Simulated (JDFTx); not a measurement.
InPd:

```
CELL_PARAMETERS angstrom
3.27188 0.00000 0.00000
0.00000 3.27188 0.00000
0.00000 0.00000 3.27188
ATOMIC_POSITIONS crystal
In 0.00000 0.00000 0.00000
Pd 0.50000 0.50000 0.50000
```

The cell comes from a database or a generator and needn't be the stable form of this composition.

Base run:

```yaml
Program: JDFTx 1.7.0 (patched build)
Functional: PBE
Potentials_or_basis: PseudoDojo-SR-PBE-0.5-standard with smoothed tails
Cutoff: 1116 eV
Density_cutoff: 8925 eV
k_mesh: 8 × 8 × 8
Occupations: fermi-dirac, width 0.05 eV
Spin: no spin polarisation
```

Its results: band gap on the k mesh none (metal or under the smearing width); pressure 3.6 GPa.

Q: After a change of settings the same cell gave: band gap on the k mesh none (metal or under the smearing width); pressure 2.7 GPa. Which change was it?
A. potentials or basis from PseudoDojo-SR-PBE-0.5-standard with smoothed tails to PseudoDojo-FR-PBE-0.4-standard with smoothed tails; spin from no spin polarisation to spin-orbit coupling, no magnetisation
B. hubbard terms from none to Pd d U = 6 eV; hubbard projectors from none to atomic pseudo-orbitals, not orthogonalised
C. potentials or basis from PseudoDojo-SR-PBE-0.5-standard with smoothed tails to PseudoDojo-SR-PBE-0.4.1-standard with smoothed tails

A: B.

Caveats: this set's palladium file may shift the pressure by some GPa; the empty levels aren't tightly converged (some runs); U without spin polarisation on a metal has little footing (some runs); the U is typed as a test and isn't derived for this compound (some runs).
